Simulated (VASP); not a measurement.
Runs of VASP 6.6.1 on ZnS (Wurtzite-2H). It takes space group P6_3mc (No. 186, hexagonal). Conventional cell: a = 3.811 Å, b = 3.811 Å, c = 6.234 Å, α = 90.00°, β = 90.00°, γ = 120.00°. Zn (site symmetry 3m) is surrounded by 4 S at 2.31 to 2.40 Å. Around S (site symmetry 3m) lie 4 Zn at 2.31 to 2.40 Å. 

```csv
level,potentials or basis,gap on the mesh (eV),pressure (GPa),relaxed volume (Å³/atom),largest force (eV/Å)
PBEsol,"VASP PAW PBE potentials, release 64 (Zn, S)",2.15,-0.1,19.28,-
r2SCAN,"VASP PAW PBE potentials, release 64 (Zn, S)",2.79,0.0,19.60,-
PBE,"VASP PAW PBE potentials, release 64 (Zn, S)",2.07,0.0,20.22,0.01
PBE+D3(BJ),"VASP PAW PBE potentials, release 64 (Zn, S)",(a),0.0,(b),-
LDA,"VASP PAW LDA potentials, release 64 (Zn, S)",2.21,0.0,18.65,0.01
```

Alike in all rows: task relaxation of cell and atoms; no spin polarisation; cell relaxed; k mesh 9 × 9 × 5; cutoff (eV) 600; smearing gaussian 0.03 eV.

Problem. Estimate the missing entries.

Solution. (a) 2.23; (b) 19.49.

Caveats: an odd mesh through Γ misses points on the zone boundary, where band edges often lie; the PAW data sets were made with another functional, which shifts forces and pressure a little (some runs).

Not every run made on this cell is shown here.
